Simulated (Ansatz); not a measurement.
C: single point with PBE

Crystal: C.

```xyz
8
Lattice="2.5221 0.0000 0.0000 -1.2611 2.1842 0.0000 0.0000 0.0000 8.2371" Properties=species:S:1:pos:R:3 pbc="T T T"
C     1.2611    0.7281    6.9501
C     0.0000    1.4561    2.8315
C     1.2611    0.7281    5.4056
C     0.0000    1.4561    1.2870
C     0.0000    0.0000    7.4649
C     0.0000    0.0000    3.3463
C     0.0000    0.0000    4.8908
C     0.0000    0.0000    0.7722
```

This is a hexagonal form of diamond, not graphite.

| Item | Value |
| --- | --- |
| Program | Ansatz 0.2.0 |
| Task | single point |
| Functional | PBE |
| Potentials or basis | Ansatz PAW |
| Cutoff | 420 eV (not typed: the program's choice for these potentials) |
| k mesh | 5 × 5 × 2 |
| Occupations | fermi-dirac, width 0.05 eV |
| Spin | no spin polarisation |

* Pressure: 2.4 GPa
* Largest force: 0.346 eV/Å
* Band gap on the k mesh: 4.42 eV, indirect (least direct gap 5.19 eV)

Forces on the atoms (eV/Å):
```
C    0.000  0.000  0.346
C    0.000  0.000  0.346
C    0.000  0.000 -0.346
C    0.000  0.000 -0.346
C    0.000  0.000  0.313
C    0.000  0.000  0.313
C    0.000  0.000 -0.313
C    0.000  0.000 -0.313
```

Stress tensor (GPa, compression positive):
```
-1.43  0.00  0.00
 0.00 -1.43  0.00
 0.00  0.00 10.05
```

Levels at points of the mesh, in eV from the valence-band top:
```
            k point  band 12  band 13  band 14  band 15  band 16  band 17  band 18  band 19  band 20  band 21
 (0.00, 0.00, 0.00)    -1.74    -1.74    -0.22     0.00     0.00     5.19     5.19     5.71     7.01     7.01
(0.00, 0.00, -0.50)    -2.54    -0.68    -0.68    -0.68    -0.68     5.98     5.98     5.98     5.98     6.71
```

Wall time 0.51 s on 2 threads of Arm Neoverse V1, with other jobs on the host, peak memory 0.27 GiB.

Caveat: the k mesh is coarse (spacing up to 0.58 Å⁻¹), so the values aren't converged; odd divisions of the mesh miss points on the zone boundary, where band edges often lie, so the gap on the mesh can be too wide; the pressure holds a Pulay correction of +1.1 GPa for the finite cutoff. A k mesh can miss the band edges.
